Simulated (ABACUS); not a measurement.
Crystal: SrO.

```
CELL_PARAMETERS angstrom
0.00000 2.56630 2.56630
2.56630 0.00000 2.56630
2.56630 2.56630 0.00000
ATOMIC_POSITIONS crystal
Sr 0.50000 0.50000 0.50000
O 0.00000 0.00000 0.00000
```

| Quantity | Value |
| --- | --- |
| Program | ABACUS 3.10.1 |
| Task | single point |
| Functional | PBE |
| Potentials or basis | PseudoDojo NC SR 0.4.1 PBE standard |
| Cutoff | 1361 eV |
| Density cutoff | 5442 eV |
| Basis | DZP LCAO (the cutoffs set its grid) |
| k mesh | 9 × 9 × 9 |
| Occupations | fermi-dirac, width 0.05 eV |
| Spin | no spin polarisation |

On this cell: pressure 4.5 GPa; largest force zero by symmetry; band gap on the k mesh 3.22 eV, indirect (least direct gap 3.33 eV).

The same run follows on a disturbed copy (atoms moved at random, drawn with an rms of 0.05 Å):

```xyz
2
Lattice="0.0000 2.5663 2.5663 2.5663 0.0000 2.5663 2.5663 2.5663 0.0000" Properties=species:S:1:pos:R:3 pbc="T T T"
Sr    2.5737    2.5770    2.5530
O    -0.0179    0.0448    0.0521
```

Task: What does the disturbed cell give?

Result: The energy moves by +3.7 meV/atom; pressure 4.6 GPa; largest force 0.194 eV/Å; band gap on the k mesh 3.25 eV, indirect (least direct gap 3.35 eV).

Forces on the atoms (eV/Å):
```
Sr  -0.062  0.084  0.164
O    0.062 -0.084 -0.164
```

Stress tensor (GPa, compression positive):
```
 4.45  0.01  0.02
 0.01  4.51 -0.04
 0.02 -0.04  4.89
```

Caveats: the atomic orbitals were generated for these runs and aren't a published set; an odd mesh through Γ misses points on the zone boundary, where band edges often lie; the basis of atomic orbitals isn't converged, which shifts pressures, moduli and gaps.
